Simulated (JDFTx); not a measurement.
Wanted: the native input for a JDFTx 1.7.0 (patched build) run.

```yaml
Task: relaxation of cell and atoms
Functional: PBEsol
Potentials_or_basis: PseudoDojo-SR-PBEsol-0.4.1-standard with smoothed tails
Cutoff: 980 eV
Density_cutoff: 7837 eV
k_mesh: 7 × 7 × 5
Occupations: fermi-dirac, width 0.05 eV
Spin: no spin polarisation
Local_potential_set_to_-Z/r_beyond: 6 bohr
Bands: 18
Density_cutoff_over_wavefunction_cutoff: 8
Max_SCF_steps: 100
SCF_threshold_on_the_energy: 1e-09 Ha
Solver_of_the_electrons: scf
Further_solve_for_the_empty_bands: no
```

BaH2:

```
Ba H
1.0
     4.46203    0.00000    0.00000
    -2.23101    3.86423    0.00000
     0.00000    0.00000    6.05529
Ba H
2 4
Cartesian
  0.0000 2.5762 1.5138
  2.2310 1.2881 4.5415
  0.0000 0.0000 0.0000
  0.0000 0.0000 3.0276
  2.2310 1.2881 1.5138
  0.0000 2.5762 4.5415
```

The cell comes from a database or a generator and needn't be the stable form of this composition.

These files were run (other wordings do the same):

BaH2.in

```
lattice \
    8.4320053101    -4.2160026551     0.0000000000 \
    0.0000000000     7.3023308035     0.0000000000 \
    0.0000000000     0.0000000000    11.4428445996
coords-type Cartesian
ion Ba    -0.0000000005     4.8682205359     2.8607111499 1
ion Ba     4.2160026554     2.4341102676     8.5821334497 1
ion H      0.0000000000     0.0000000000     0.0000000000 1
ion H      0.0000000000     0.0000000000     5.7214222998 1
ion H      4.2160026554     2.4341102676     2.8607111499 1
ion H     -0.0000000005     4.8682205359     8.5821334497 1

ion-species pseudo/Ba.upf
ion-species pseudo/H.upf
elec-cutoff 36 288
elec-ex-corr gga-PBEsol
kpoint-folding 7 7 5
elec-smearing Fermi 0.0018374661
elec-n-bands 18
electronic-SCF nIterations 100 energyDiffThreshold 1e-09
electronic-minimize nIterations 30 energyDiffThreshold 1e-7
forces-output-coords Cartesian
lattice-minimize nIterations 40 energyDiffThreshold 1e-6

dump-name run.$VAR
dump End Ecomponents EigStats BandEigs Kpoints Forces Stress
```

Potentials or basis: PseudoDojo-SR-PBEsol-0.4.1-standard with smoothed tails.

The run is started by

```console
$ jdftx -c 2 -i BaH2.in -o BaH2.out
```

Results of the run:

- Relaxed volume: 16.26 Å³/atom
- Relaxed cell: a = 4.396 Å, b = 4.396 Å, c = 5.830 Å, α = 90.00°, β = 90.00°, γ = 120.00°
- Space group after relaxing (to 0.05 Å): P6_3/mmc (No. 194)
- Energy gained by relaxing: 7.7 meV/atom
- Ionic steps: 8
- Pressure after relaxing: 0.0 GPa
- Band gap on the k mesh: 1.83 eV, indirect (least direct gap 2.51 eV)
- Loewdin charges: Ba +1.55; H -0.62, -0.66 e

Caveat: this release of the barium file is off; the plane waves are those of the starting cell, so after so large a change of volume the result is rough; spin-orbit coupling is left out, which moves the levels of the heavy elements; an odd mesh through Γ misses points on the zone boundary, where band edges often lie.

Wall time 8.1 min on 2 threads of Arm Neoverse V1 (shared host), peak memory 0.29 GiB.
